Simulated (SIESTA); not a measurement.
Crystal: CuO (Tenorite).

```
Cu O
1.0
     2.34465   -1.71340    0.00000
     2.34465    1.71340    0.00000
    -0.86055    0.00000    5.05944
Cu O
2 2
Direct
  0.49680 0.00320 0.50000
  0.00320 0.49680 0.00000
  0.40560 0.57140 0.75370
  0.57140 0.40560 0.25370
```

Base run:

| Property | Result |
| --- | --- |
| Program | SIESTA 5.4.2 |
| Functional | PBEsol |
| Potentials or basis | PseudoDojo 0.4 standard (PBEsol files) |
| Basis | SZ (energy shift 0.003 Ry) |
| Grid cutoff | 800 Ry |
| Energy shift | 0.003 Ry |
| k mesh | 10 × 10 × 5 |
| Occupations | fermi-dirac, width 0.05 eV |
| Spin | no spin polarisation |

Its results: band gap on the k mesh none (metal or under the smearing width); pressure 5.7 GPa; largest force 1.105 eV/Å.

Problem. The run is repeated on the same cell with these changes: basis from SZ (energy shift 0.003 Ry) to DZP (energy shift 0.003 Ry; two zetas on semicore shells). What comes out?

Solution. Band gap on the k mesh none (metal or under the smearing width); pressure -1.5 GPa; largest force 0.783 eV/Å.

Caveats: short orbitals over semicore shells can move pressures by several GPa; the basis of atomic orbitals isn't converged, which shifts pressures, moduli and gaps; the run has no spin polarisation, though such a crystal can be magnetic; semilocal functionals often make such compounds metallic where correlation or magnetic order opens a gap, which also shifts bond lengths; the basis has no polarisation orbitals (some runs); forces of over 1 eV/Å show positions far from the minimum, so gaps and moduli don't describe the material at rest (some runs).
